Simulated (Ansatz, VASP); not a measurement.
## FeO (Wuestite): VASP beside Ansatz

File INCAR:

```
  ALGO = Fast
  EDIFF = 1E-6
  EDIFFG = -0.005
  ENCUT = 600
  GGA = PE
  IBRION = 2
  ISIF = 3
  ISMEAR = -1
  ISPIN = 2
  IVDW = 12
  LASPH = True
  LCHARG = False
  LMAXMIX = 4
  LORBIT = 11
  LREAL = False
  LWAVE = False
  MAGMOM = 3 0
  NELM = 120
  NSW = 40
  PREC = Accurate
  SIGMA = 0.05
```

File KPOINTS:

```
k-points
0
Gamma
  8 8 8
```

File POSCAR:

```
FeO
1.0
    0.0000000000      2.1554000000      2.1554000000
    2.1554000000      0.0000000000      2.1554000000
    2.1554000000      2.1554000000      0.0000000000
Fe O
1 1
Direct
    0.0000000000      0.0000000000      0.0000000000
    0.5000000000      0.5000000000      0.5000000000
```

The input input.yaml:

```yaml
crystal:
  lattice:
    - [0.0, 2.1554, 2.1554]
    - [2.1554, 0.0, 2.1554]
    - [2.1554, 2.1554, 0.0]
  atoms:
    - { symbol: Fe, position: [0.0, 0.0, 0.0], spin: 3.0 }
    - { symbol: O, position: [0.5, 0.5, 0.5] }
hamiltonian:
  xc: pbe
  pseudopotentials: { kind: paw }
  dispersion: d3bj
magnetization:
  spin_polarized: true
kpoints:
  mp_grid: { grid: [8, 8, 8] }
scf:
  occupations: { method: fermi_dirac, width: 0.05 }
output:
  forces: true
  stress: true
  eigenvalues: true
relax:
  f_tol: 0.01
  max_steps: 40
  cell: { stress_tol: 0.05 }
```

Alike in both runs: task relaxation of cell and atoms; functional PBE; dispersion D3(BJ); k mesh 8 × 8 × 8; occupations fermi-dirac, width 0.05 eV; collinear spin, ferromagnetic start.

|  | VASP | Ansatz |
| --- | --- | --- |
| version | VASP 6.6.1 | Ansatz 0.2.0 |
| potentials or method | VASP PAW PBE potentials, release 64 (Fe, O) | Ansatz PAW |
| plane-wave cutoff (eV) | 600 | 420 |
| valence electrons in the cell | 14 | 22 |

VASP gave:

- gap on the k mesh at the Fermi level, each at its own relaxed structure (eV): none
- net moment per atom (μB): 2.00
- size of the moment on the site where the two differ most (μB): 3.62
- relaxed volume (Å³/atom): 9.82
- relaxed cell length with the largest relative difference (Å): 3.029
- energy change over the relaxation (meV/atom): -2

Question: What did Ansatz give for the same quantities?

Answer: gap on the k mesh at the Fermi level, each at its own relaxed structure (eV): none; net moment per atom (μB): 2.00; size of the moment on the site where the two differ most (μB): 3.44; relaxed volume (Å³/atom): 9.83; relaxed cell length with the largest relative difference (Å): 3.029; energy change over the relaxation (meV/atom): -2.

Site moments also hang on the region over which each program counts them. A gap of «none» marks a metal or a gap that the smearing closes. The two sets of potentials don't hold the same shells in valence.

Caveats: a cell with one magnetic atom can't hold antiferromagnetic order, which such compounds often take; semilocal functionals often make such compounds metallic where correlation or magnetic order opens a gap, which also shifts bond lengths; pairwise dispersion overbinds metals, which lowers pressure and volume; the plane-wave basis is chosen anew once the cell has moved, so the energies of steps on either side of that aren't comparable (Ansatz); the pressure holds a Pulay correction of +0.6 GPa for the finite cutoff (Ansatz). With open d or f shells a metallic result of PBE can be an artefact of self-interaction; +U or a hybrid may open a gap.
